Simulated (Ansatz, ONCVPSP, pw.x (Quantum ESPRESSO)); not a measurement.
indium (In): does the ONCV potential hold in the solid?

```
Element                 : In
Generator               : ONCVPSP 4.0.1.1 (patched build)
Type                    : optimised norm-conserving Vanderbilt (ONCV)
Functional              : PBE
Relativity              : scalar-relativistic
Frozen core             : [Kr] 4d10
Valence charge          : 3
Reference configuration : 5s2 5p1
Partial waves           : 5s: rc 2.40 bohr, ncon 5, nbas 10, qcut 2.4 1/bohr, 2 projectors, debl 2.1 Ha; 5p: rc 3.10 bohr, ncon 4, nbas 7, qcut 3.1 1/bohr, 2 projectors, debl 2.2 Ha; d scattering state at 0.41 Ha: rc 2.65 bohr, ncon 4, nbas 7, qcut 4.2 1/bohr, 2 projectors, debl 2.6 Ha
Local potential         : polynomial inside 2.05 bohr (lpopt 5, dvloc0 3 Ha)
Core correction         : Teter function, fcfact 4.5, rcfact 1.05
```

Atomic tests: cutoffs needed: 26 Ha and 49 Ha (the cutoffs (Ha) at which the residual kinetic energy of the hardest occupied pseudo-wave falls to 1 and 0.1 mHa per electron); ghost test: ghosts flagged at negative energy: d at -2434.9 eV; GHOST(+) flagged for s at 122.3 eV, d at 343.7 eV, d at 591.7 eV; a true bound ghost makes a file unfit for plane-wave use; largest excitation error: +33 meV (all-electron minus pseudo) for 5s1 5p0, out of 4 test configurations.

Crystal test: bcc In in pw.x 7.5, no spin, 12³ k-points, Fermi–Dirac smearing 0.01 Ry, cutoffs 115/460 Ry. The reference is all-electron LAPW (Ansatz 0.2.0) with the same functional, mesh and smearing; V0 and B0 come from Birch–Murnaghan fits to the pressures at five volumes. Errors are pseudo minus all-electron; Δ is the rms difference of the E(V) curves that follow from these fits, minima aligned, over ±6 % about the mean V0. Mesh and smearing are coarse, so the numbers serve the comparison and aren't converged zero-temperature values; the lattice is a test structure that the element need not adopt.

All-electron: a0 = 3.819 Å (V0 = 27.85 Å³/atom), B0 = 33.9 GPa.

**Question.** How far does the potential miss the all-electron equation of state?

**Answer.** converged, but broken (pressure over 100 GPa off). The pressure does not cross zero within the volumes sampled, so no fit is given. The pseudo pressure rises with volume over part of the range, a mechanical instability. Note: ghosts flagged at negative energy: d at -2434.9 eV; GHOST(+) flagged for s at 122.3 eV, d at 343.7 eV, d at 591.7 eV. A true bound ghost makes a file unfit for plane-wave use. A pressure error of this size marks a broken potential; the numbers have no physical meaning.

| V (Å³/atom) | P all-electron (GPa) | P pseudo (GPa) |
| --- | --- | --- |
| 26.725 | 1.56 | -180.15 |
| 27.429 | 0.54 | -176.29 |
| 28.132 | -0.33 | -159.29 |
| 28.835 | -1.07 | -166.58 |
| 29.539 | -1.70 | -164.03 |

**Question.** At the middle volume, how do free energy and pressure move when the wave cutoff is lowered (ecutrho kept at four times it)?

**Answer.**

| cutoff (Ry) | shift of F (meV/atom) | shift of P (GPa) |
| --- | --- | --- |
| 52 | +2378026.6 | -26597.27 |
| 69 | +117927.4 | -8157.33 |
| 92 | +10278.9 | -364.03 |

The run at the middle volume (72 k-points, 9 iterations) took about 70 s on one core of a shared host (Neoverse-N1, 64 threads, 124 GiB, load 52).
